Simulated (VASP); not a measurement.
# FeGe: transport in the constant relaxation-time approximation, 6 variants

FeGe, P2_13 (no. 198), 8 atoms in the cell.

| Functional | Variation | Conductivity at 300 K (S/m) | Resistivity at 300 K (uOhm cm) | Seebeck coefficient at 300 K (uV/K) | Time (s) |
|---|---|---|---|---|---|
| PBE | as recommended | 6.81e5 | 146.82 | -10.0 | 403 |
| PBEsol | as recommended | 6.62e5 | 151.15 | -9.7 | 370 |
| LDA | as recommended | 5.23e5 | 191.30 | 4.7 | 308 |
| r2SCAN | as recommended | 1.25e6 | 79.90 | 6.1 | 876 |
| PBE | range of temperatures, another relaxation time | 6.81e6 | 14.68 | -10.0 | 339 |
| PBE | linear energy grid | 6.81e5 | 146.85 | -9.9 | 316 |

Limits: Conductivity and heat conductivity scale with the typed relaxation time, here the same at all temperatures, so the change of scattering with temperature is missing.

## Input of the first row

INCAR:
```
SYSTEM = FeGe
  PREC = Accurate
  ENCUT = 410
  EDIFF = 1E-8
  LREAL = .False.
  LASPH = .True.
  LWAVE = .False.
  LCHARG = .False.
  ALGO = Normal
  NELM = 100
  ISMEAR = 1
  SIGMA = 0.1
  GGA = PE
  ISPIN = 2
  MAGMOM = 0 0 0 0 3 3 3 3
  LMAXMIX = 4
  ELPH_MODE = TRANSPORT
  ELPH_SCATTERING_APPROX = CRTA
  TRANSPORT_RELAXATION_TIME = 1E-14
  ELPH_ISMEAR = -24
  ELPH_SELFEN_TEMPS = 100 200 300 400 500
  ELPH_SELFEN_CARRIER_DEN = 0.0
  TRANSPORT_NEDOS = 501
  KPAR = 4
```

KPOINTS:
```
k-points
0
Gamma
  7 7 7
```

KPOINTS_ELPH:
```
Automatic mesh
0
Gamma
  17 17 17
  0 0 0
```

POSCAR:
```
FeGe
1.0
    4.6890000000      0.0000000000      0.0000000000
    0.0000000000      4.6890000000      0.0000000000
    0.0000000000      0.0000000000      4.6890000000
Ge Fe
4 4
Direct
    0.1580000000      0.3420000000      0.6580000000
    0.3420000000      0.6580000000      0.1580000000
    0.6580000000      0.1580000000      0.3420000000
    0.8420000000      0.8420000000      0.8420000000
    0.8650000000      0.6350000000      0.3650000000
    0.6350000000      0.3650000000      0.8650000000
    0.3650000000      0.8650000000      0.6350000000
    0.1350000000      0.1350000000      0.1350000000
```

Commands:
```
cat potpaw_PBE.64/Ge_d/POTCAR potpaw_PBE.64/Fe/POTCAR > POTCAR
mpirun -np 4 vasp_std > vasp.out
```

Changes of the last row against the first:
```
+ ELPH_TRANSPORT_DRIVER = 1
+ ELPH_TRANSPORT_DFERMI_TOL = 0.0001
```

VASP 6.6.1 took 403 s on 4 cores (Intel Xeon Platinum 8259CL @ 2.50GHz (Skylake/Cascade Lake)), a shared host.
